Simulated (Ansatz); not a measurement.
All numbers below come from Ansatz, DFT PBE, scalar-relativistic, plane waves, PAW. Settings: cutoff 420 eV, Γ-centred meshes spaced at most about 0.3 Å⁻¹, and about 0.25 Å⁻¹ or finer for metals (2π included), Gaussian smearing. No spin polarisation in the final relaxations.

These are static total energies at zero pressure.

Compare these two cells of Li, each relaxed at this level.

A.

```yaml
crystal:
  lattice:
    - [-1.71764, 1.71764, 1.71764]
    - [1.71764, -1.71764, 1.71764]
    - [1.71764, 1.71764, -1.71764]
  atoms:
    - { symbol: Li, position: [0.00000, 0.00000, 0.00000] }
```

B.

```yaml
crystal:
  lattice:
    - [4.92175, 0.00000, 0.00000]
    - [-2.46088, 4.26236, 0.00000]
    - [0.00000, 0.00000, 2.89795]
  atoms:
    - { symbol: Li, position: [0.00000, 0.00000, 0.00000] }
    - { symbol: Li, position: [0.66667, 0.33333, 0.50000] }
    - { symbol: Li, position: [0.33333, 0.66667, 0.50000] }
```

Question: Which is lower in energy, and by how much?

Answer: A is lower, by 12 meV/atom. A has the bcc type, space group Im-3m (No. 229), 20.3 Å³/atom and no gap on its mesh; B has the omega type, space group P6/mmm (No. 191), 20.3 Å³/atom and no gap. Counting all near atoms (those within 1.25 times the shortest distance at each site; a plus sign parts nearer from farther groups; a slash parts the counts of unlike sites), A has Li 8+6 and B has Li 5+6/2+12. In A, around Li lie 8 Li at 2.98 Å and 6 Li at 3.44 Å. In B, Li on a site of symmetry 6/mmm is surrounded by 2 Li at 2.90 Å and 12 Li at 3.19 Å; Li on a site of symmetry -6m2 has 5 Li at 2.84–2.90 Å and 6 Li at 3.19 Å. Both come from invented guesses. The part of the Crystallography Open Database at hand lists Li in space groups No. 166, 191, 194, 225, 229; sharing a group (Im-3m and P6/mmm) doesn't make a cell the listed structure.

The k mesh leaves some 4 meV/atom of noise in the energy of each metallic cell. Cells relaxed within their symmetry can be saddle points. The Im-3m cell of Li came from shaking the P6/mmm one.
